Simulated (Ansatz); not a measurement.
Input, command and steps of an Ansatz relaxation.

```yaml
crystal:
  lattice:
    - [7.4727788516, 1.0e-10, 0.0]
    - [-3.7363894259, 6.4716163223, 0.0]
    - [0.0, 0.0, 5.851466532]
  atoms:
    - { symbol: Zr, position: [0.0, 0.0, 0.0] }
    - { symbol: Zr, position: [0.0, 0.5, 0.0] }
    - { symbol: Zr, position: [0.5, 0.0, 0.0] }
    - { symbol: Zr, position: [0.5, 0.5, 0.0] }
    - { symbol: Se, position: [0.1675374774, 0.3350749549, 0.2748693494] }
    - { symbol: Se, position: [0.1675374774, 0.8324625226, 0.2748693494] }
    - { symbol: Se, position: [0.6666666667, 0.3333333333, 0.272338817] }
    - { symbol: Se, position: [0.6649250451, 0.8324625226, 0.2748693494] }
    - { symbol: Se, position: [0.3350749549, 0.1675374774, 0.7251306506] }
    - { symbol: Se, position: [0.3333333333, 0.6666666667, 0.727661183] }
    - { symbol: Se, position: [0.8324625226, 0.1675374774, 0.7251306506] }
    - { symbol: Se, position: [0.8324625226, 0.6649250451, 0.7251306506] }
    - { symbol: H, position: [0.0, 0.0, 0.5] }
basis:
  ecutwfc: 420
kpoints:
  mp_grid: { grid: [6, 6, 6] }
hamiltonian:
  xc: pbe
  dispersion: d3bj
scf:
  occupations: { method: gaussian, width: 0.1 }
output:
  forces: true
  stress: true
  eigenvalues: true
relax:
  adjacent_minimum: "off"
  f_tol: 0.025
  max_steps: 70
  cell: { stress_tol: 0.12 }
```

```bash
ansatz run input.yaml --threads 2 --pin off --max-ram 5120MiB --backend cpu --events-out ev --progress --plain --runs-dir out
```

All numbers below come from DFT PBE+D3(BJ), scalar-relativistic, plane waves, PAW in Ansatz 0.2.0.

Of 4 frames 4 are shown, positions in Å and forces in eV/Å; the SCF threshold varies from step to step. Steps run on the plane waves of an earlier cell, with a Pulay correction in the pressure. The basis is chosen afresh for the last frame, the zero of the energies, and can be on the way; energy and pressure step there, also at an unchanged geometry. The mark taken_back stands on steps that the optimiser undid.

```xyz
13
Lattice="7.4728 0.0000 0.0000 -3.7364 6.4716 0.0000 0.0000 0.0000 5.8515" Properties=species:S:1:pos:R:3:forces:R:3 pbc="T T T" step=1 free_energy_over_end_meV_per_atom=0.12 pressure_GPa=-0.14
Zr    0.0000    0.0000    0.0000    0.0000    0.0000    0.0000
Zr   -1.8682    3.2358    0.0000    0.0000    0.0000    0.0000
Zr    3.7364    0.0000    0.0000    0.0000    0.0000    0.0000
Zr    1.8682    3.2358    0.0000    0.0000    0.0000    0.0000
Se    0.0000    2.1685    1.6084    0.0000    0.0060   -0.0230
Se   -1.8584    5.3874    1.6084    0.0060   -0.0030   -0.0230
Se    3.7364    2.1572    1.5936    0.0000    0.0000   -0.0050
Se    1.8584    5.3874    1.6084   -0.0060   -0.0030   -0.0230
Se    1.8780    1.0842    4.2431    0.0060    0.0030    0.0230
Se    0.0000    4.3144    4.2579    0.0000    0.0000    0.0050
Se    5.5948    1.0842    4.2431   -0.0060    0.0030    0.0230
Se    3.7364    4.3031    4.2431    0.0000   -0.0060    0.0230
H     0.0000    0.0000    2.9257    0.0000    0.0000    0.0000
13
Lattice="7.4416 0.0000 0.0000 -3.7208 6.4446 0.0000 0.0000 0.0000 5.8973" Properties=species:S:1:pos:R:3:forces:R:3 pbc="T T T" step=2 free_energy_over_end_meV_per_atom=0.19 pressure_GPa=0.28 taken_back
Zr    0.0000    0.0000    0.0000    0.0000    0.0000    0.0000
Zr   -1.8604    3.2223    0.0000    0.0000    0.0000    0.0000
Zr    3.7208    0.0000    0.0000    0.0000    0.0000    0.0000
Zr    1.8604    3.2223    0.0000    0.0000    0.0000    0.0000
Se    0.0000    2.1612    1.6106    0.0000   -0.0180    0.0610
Se   -1.8491    5.3640    1.6106   -0.0150    0.0090    0.0610
Se    3.7208    2.1482    1.6016    0.0000    0.0000    0.0250
Se    1.8491    5.3640    1.6106    0.0150    0.0090    0.0610
Se    1.8716    1.0806    4.2866   -0.0150   -0.0090   -0.0610
Se    0.0000    4.2964    4.2957    0.0000    0.0000   -0.0250
Se    5.5699    1.0806    4.2866    0.0150   -0.0090   -0.0610
Se    3.7208    4.2834    4.2866    0.0000    0.0180   -0.0610
H     0.0000    0.0000    2.9486    0.0000    0.0000    0.0000
13
Lattice="7.4557 0.0000 0.0000 -3.7278 6.4568 0.0000 0.0000 0.0000 5.8727" Properties=species:S:1:pos:R:3:forces:R:3 pbc="T T T" step=3 free_energy_over_end_meV_per_atom=0.00 pressure_GPa=0.02
Zr    0.0000    0.0000    0.0000    0.0000    0.0000    0.0000
Zr   -1.8639    3.2284    0.0000    0.0000    0.0000    0.0000
Zr    3.7278    0.0000    0.0000    0.0000    0.0000    0.0000
Zr    1.8639    3.2284    0.0000    0.0000    0.0000    0.0000
Se    0.0000    2.1641    1.6115    0.0000   -0.0020   -0.0010
Se   -1.8537    5.3748    1.6115   -0.0020    0.0010   -0.0010
Se    3.7278    2.1523    1.5989    0.0000    0.0000   -0.0050
Se    1.8537    5.3748    1.6115    0.0020    0.0010   -0.0010
Se    1.8741    1.0820    4.2611   -0.0020   -0.0010    0.0010
Se    0.0000    4.3045    4.2738    0.0000    0.0000    0.0050
Se    5.5815    1.0820    4.2611    0.0020   -0.0010    0.0010
Se    3.7278    4.2927    4.2611    0.0000    0.0020    0.0010
H     0.0000    0.0000    2.9363    0.0000    0.0000    0.0000
13
Lattice="7.4557 0.0000 0.0000 -3.7278 6.4568 0.0000 0.0000 0.0000 5.8727" Properties=species:S:1:pos:R:3:forces:R:3 pbc="T T T" step=4 free_energy_over_end_meV_per_atom=0.00 pressure_GPa=0.02
Zr    0.0000    0.0000    0.0000    0.0000    0.0000    0.0000
Zr   -1.8639    3.2284    0.0000    0.0000    0.0000    0.0000
Zr    3.7278    0.0000    0.0000    0.0000    0.0000    0.0000
Zr    1.8639    3.2284    0.0000    0.0000    0.0000    0.0000
Se    0.0000    2.1641    1.6115    0.0000   -0.0020   -0.0010
Se   -1.8537    5.3748    1.6115   -0.0020    0.0010   -0.0010
Se    3.7278    2.1523    1.5989    0.0000    0.0000   -0.0050
Se    1.8537    5.3748    1.6115    0.0020    0.0010   -0.0010
Se    1.8741    1.0820    4.2611   -0.0020   -0.0010    0.0010
Se    0.0000    4.3045    4.2738    0.0000    0.0000    0.0050
Se    5.5815    1.0820    4.2611    0.0020   -0.0010    0.0010
Se    3.7278    4.2927    4.2611    0.0000    0.0020    0.0010
H     0.0000    0.0000    2.9363    0.0000    0.0000    0.0000
```

The run took 110 s on 2 threads of Arm Neoverse V2, on a shared host, peak memory 1.1 GiB.

Spin polarisation was left out, and a magnetic state may lie lower.